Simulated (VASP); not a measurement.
# AlN (Fm-3m) in VASP: further runs, part 3 of 5

VASP 6.6.1.

## (4) G0W0 quasiparticle levels, PBE

Input file POSCAR:

```
AlN
1.0
    0.0000000000      2.0345180000      2.0345180000
    2.0345180000      0.0000000000      2.0345180000
    2.0345180000      2.0345180000      0.0000000000
Al N
1 1
Direct
    0.5000000000      0.5000000000      0.5000000000
    0.0000000000      0.0000000000      0.0000000000
```

Input file INCAR.step1:

```
ALGO = Normal ; EDIFF = 1E-8
ENCUT = 450 ; GGA = PE
ISMEAR = 0 ; LASPH = T
LCHARG = F ; LREAL = F
LWAVE = T ; NELM = 100
PREC = Accurate ; SIGMA = 0.01
```

Input file INCAR.step2:

```
ALGO = Exact ; EDIFF = 1E-8
ENCUT = 450 ; GGA = PE
ISMEAR = 0 ; ISTART = 1
LASPH = T ; LCHARG = F
LOPTICS = T ; LREAL = F
LWAVE = T ; NBANDS = 24
NELM = 1 ; PREC = Accurate
SIGMA = 0.01
```

Input file INCAR.step3:

```
ALGO = EVGW0 ; EDIFF = 1E-8
ENCUT = 450 ; ENCUTGW = 100
GGA = PE ; ISMEAR = 0
ISTART = 1 ; LASPH = T
LCHARG = F ; LREAL = F
LWAVE = F ; NBANDS = 24
NBANDSGW = 12 ; NELMGW = 1
NOMEGA = 48 ; PREC = Accurate
PRECFOCK = Fast ; SIGMA = 0.01
```

Input file KPOINTS:

```
k-points
0
Gamma
  4 4 4
```

Potentials or basis: VASP PAW PBE potentials, release 64 (Al_GW, N_GW).

Run with:

```console
$ cat potpaw_PBE.64/Al_GW/POTCAR potpaw_PBE.64/N_GW/POTCAR > POTCAR
$ cp INCAR.step1 INCAR
$ mpirun -np 1 vasp_std > vasp.out
$ cp INCAR.step2 INCAR
$ mpirun -np 1 vasp_std > vasp.out
$ cp INCAR.step3 INCAR
$ mpirun -np 1 vasp_std > vasp.out
```

OUTCAR:

```text
EDIFF = 1E-8
   ENCUT = 450
   ENCUTGW = 100
   GGA = PE
   ISMEAR = 0
   ISTART = 1
   LASPH = T
   LREAL = F
   NELMGW = 1
   PREC = Accurate
   PRECFOCK = Fast

 Found      8 irreducible k-points:

 Following reciprocal coordinates:
            Coordinates               Weight
  0.000000  0.000000  0.000000      1.000000
  0.250000  0.000000  0.000000      8.000000
  0.500000  0.000000  0.000000      4.000000
  0.250000  0.250000  0.000000      6.000000
  0.500000  0.250000  0.000000     24.000000
 -0.250000  0.250000  0.000000     12.000000
   k-points           NKPTS =      8   k-points in BZ     NKDIM =     64   number of bands    NBANDS=     24
   number of dos      NEDOS =    301   number of ions     NIONS =      2
   total plane-waves  NPLWV =   8000
   dimension x,y,z NGX =    20 NGY =   20 NGZ =   20
   dimension x,y,z NGXF=    40 NGYF=   40 NGZF=   40
   ions per type =               1   1
   NGX,Y,Z   is equivalent  to a cutoff of  11.56, 11.56, 11.56 a.u.
   NGXF,Y,Z  is equivalent  to a cutoff of  23.11, 23.11, 23.11 a.u.
 SYSTEM =  unknown system
   PREC   = accura    normal or accurate (medium, high low for compatibility)
   ISTART =      1    job   : 0-new  1-cont  2-samecut
   ICHARG =      0    charge: 1-file 2-atom 10-const
   ISPIN  =      1    spin polarized calculation?
   LNONCOLLINEAR =      F non collinear calculations
   LSORBIT =      F    spin-orbit coupling
   LASPH  =      T    aspherical Exc in radial PAW
   ENCUT  =  450.0 eV  33.07 Ry    5.75 a.u.   4.98  4.98  4.98*2*pi/ulx,y,z
   NELM   =     60;   NELMIN=  2; NELMDL=  0     # of ELM steps
   EDIFF  = 0.1E-07   stopping-criterion for ELM
   LREAL  =      F    real-space projection
   EDIFFG = 0.1E-06   stopping-criterion for IOM
   NSW    =      0    number of steps for IOM
   IBRION =     -1    ionic relax: 0-MD 1-quasi-New 2-CG
   NFREE  =      0    steps in history (QN), initial steepest desc. (CG)
   ISIF   =      0    stress and relaxation
   ISYM   =      3    0-nonsym 1-usesym 2-fastsym
[... 15 lines left out ...]
  Thomas-Fermi vector in A             =   2.409927
   LORBIT       =      0    0 simple, 1 ext, 2 COOP (PROOUT), +10 PAW based schemes
   GGA     = PE    functional components
   LHFCALC =     T    Hartree Fock is set to
   PRECFOCK=fast      Normal, Fast or Accurate (Low or Medium for compatibility)
   ENCUT4O =  -1.0   cutoff for four orbital integrals eV
   NKREDX  =     1    reduce k-point grid by
   NKREDY  =     1    reduce k-point grid by
   NKREDZ  =     1    reduce k-point grid by
   AEXX    =    1.0000 exact exchange contribution
   HFSCREEN=    0.0000 screening length (either q_TF or 0.3 A-1)
   HFSCREENC=   0.0000 screening length for correlation (either q_TF or 0.3 A-1)
   ENCUTFOCK=  -1.0 apply spherical cutoff to Coloumb kernel
   IVDW    =     0    specifies the selected vdW correction
   LEPSILON=     F    determine dielectric tensor
   LRPA    =     F    only Hartree local field effects (RPA)
   LRPAFORCE           =     F    calculate RPA forces
   ENCUTGW             = 100.0    cutoff for response function in eV
   ENCUTGWSOFT         =  80.0    soft cutoff for Coulomb kernel in GW response function in eV
   ENCUTLF             =  -1.0    cutoff for local field effects
   NELMGW              =     1    number of iterations in solving QP/BSE equation
   NELMHF              =     1    number of iterations in the inner HF iteration
   NKREDLFX            =     1    NKREDLFY  =   1   NKREDLFZ  =   1
 non-spin polarized calculation
 Gauss-broadening in eV      SIGMA  =   0.01
  energy-cutoff  :      450.00
  volume of cell :       16.84
 maximum number of plane-waves:       380
  NGX = 12; NGY = 12; NGZ = 12
   NGX =  9   NGY =  9   NGZ =  9
 maximum number of plane-waves:        51
 NGX is ok and might be reduce to    10

 QP shifts <psi_nk| G(iteration)W_0 |psi_nk>: iteration 1
 for sc-GW calculations column KS-energies equals QP-energies in previous step
 and V_xc(KS)=  KS-energies - (<T + V_ion + V_H > + <T+V_H+V_ion>^1  + <V_x>^1)

 k-point   1 :       0.0000    0.0000    0.0000
  band No.  KS-energies  QP-energies   sigma(KS)   V_xc(KS)     V^pw_x(r,r')   Z            occupation Imag(sigma)

      1      -8.8981     -10.1905     -16.3634     -14.6143     -24.8092       0.7390       2.0000       1.4979
      2       8.5093       8.3505     -17.5399     -17.3405     -21.1674       0.7967       2.0000       0.1065
      3       8.5093       8.3505     -17.5399     -17.3405     -21.1674       0.7967       2.0000       0.1065
      4       8.5093       8.3505     -17.5399     -17.3405     -21.1674       0.7967       2.0000       0.1065
      5      13.8955      15.2901     -12.8614     -14.5839      -8.7855       0.8096       0.0000      -0.1057
      6      20.5531      21.7818      -9.1333     -10.6313      -4.4182       0.8202       0.0000      -0.1370
      7      20.5531      21.7818      -9.1333     -10.6313      -4.4182       0.8202       0.0000      -0.1370
      8      20.5531      21.7818      -9.1333     -10.6313      -4.4182       0.8202       0.0000      -0.1370
      9      25.6378      26.2974      -8.6282      -9.4831      -2.5799       0.7716       0.0000      -0.4343
     10      26.0858      27.7168      -9.4588     -11.4857      -4.4378       0.8047       0.0000      -0.2400
     11      26.0858      27.7168      -9.4588     -11.4857      -4.4378       0.8047       0.0000      -0.2400
     12      26.9880      28.3322      -9.4092     -11.1456      -2.8678       0.7741       0.0000      -0.5438
[... 68 lines left out ...]
      1      -6.0395      -7.0928     -17.2285     -15.8267     -25.3447       0.7515       2.0000       1.1625
      2       2.6134       1.8287     -15.4513     -14.4273     -19.9684       0.7663       2.0000       0.1943
      3       4.4233       3.7233     -15.3346     -14.4394     -19.3003       0.7819       2.0000       0.1482
      4       7.4082       7.0873     -17.0174     -16.6132     -20.7425       0.7940       2.0000       0.1127
      5      16.6930      17.9062     -10.0214     -11.5046      -5.4898       0.8180       0.0000      -0.1194
      6      18.8047      20.6251     -12.5765     -14.8873      -7.7698       0.7878       0.0000      -0.1524
      7      18.9359      20.4829     -11.7144     -13.6536      -7.0956       0.7978       0.0000      -0.1392
      8      20.8070      22.2775      -9.6925     -11.5236      -4.6651       0.8031       0.0000      -0.1697
      9      24.9583      26.1967      -9.0688     -10.6096      -3.6820       0.8037       0.0000      -0.2988
     10      27.4411      28.7514      -9.8066     -11.5006      -3.4550       0.7735       0.0000      -0.5259
     11      29.6348      30.9938      -9.1304     -10.8754      -2.5227       0.7787       0.0000      -0.7106
     12      33.5771      35.4175      -9.5922     -11.8848      -3.3766       0.8028       0.0000      -0.9020

 [... further k-points ...]
```

OUTCAR.step1:

```text
EDIFF = 1E-8
   ENCUT = 450
   GGA = PE
   ISMEAR = 0
   LASPH = T
[... 176 lines left out ...]
 -----------------------------------------------------------------------------------
      2.03452      2.03452      2.03452         0.000000      0.000000     -0.000000
      0.00000      0.00000      0.00000         0.000000     -0.000000      0.000000
 -----------------------------------------------------------------------------------
    total drift:                                0.000000     -0.000000     -0.000000

  FREE ENERGIE OF THE ION-ELECTRON SYSTEM (eV)
  ---------------------------------------------------
  free  energy   TOTEN  =       -14.4865839457 eV

  energy  without entropy=      -14.4865839457  energy(sigma->0) =      -14.48658395
```

OUTCAR.step2:

```text
EDIFF = 1E-8
   ENCUT = 450
   GGA = PE
   ISMEAR = 0
[... 560 lines left out ...]
  --------------------------------------------------------------------------------------------------------------
     0.00000     6.49294     6.49294     6.49294    -0.00000    -0.00000     0.00000
     0.89760     6.55506     6.55506     6.55506    -0.00000    -0.00000     0.00000
     1.79519     6.75450     6.75450     6.75450    -0.00000    -0.00000     0.00000
     2.69279     7.13102     7.13102     7.13102    -0.00000    -0.00000     0.00000
     3.59038     7.78624     7.78624     7.78624    -0.00000    -0.00000     0.00000
     4.48798     9.04509     9.04509     9.04509    -0.00000    -0.00000     0.00000
[... 92 lines left out ...]
    87.96442     0.91656     0.91656     0.91656     0.00000     0.00000     0.00000
    88.86202     0.91837     0.91837     0.91837     0.00000     0.00000     0.00000
```

It took 27 s on 1 thread of AMD EPYC 7R43 (Zen 3), shared host; peak memory 0.1 GiB.

These settings aren't checked as converged: the numbers below hold their error.

Results:

```yaml
Band_gap_on_the_k_mesh_mean-field_level: 4.37 eV, indirect (least direct gap 5.39 eV)
Quasiparticle_gap: 5.67 eV
Least_direct_quasiparticle_gap: 6.94 eV
```

Caveat: the k mesh is coarse (spacing up to 0.67 Å⁻¹), so the values aren't converged; bands, screening cutoff and mesh are small and nothing is extrapolated, so the quasiparticle values aren't converged.

(Continued in part 4 of 5.)
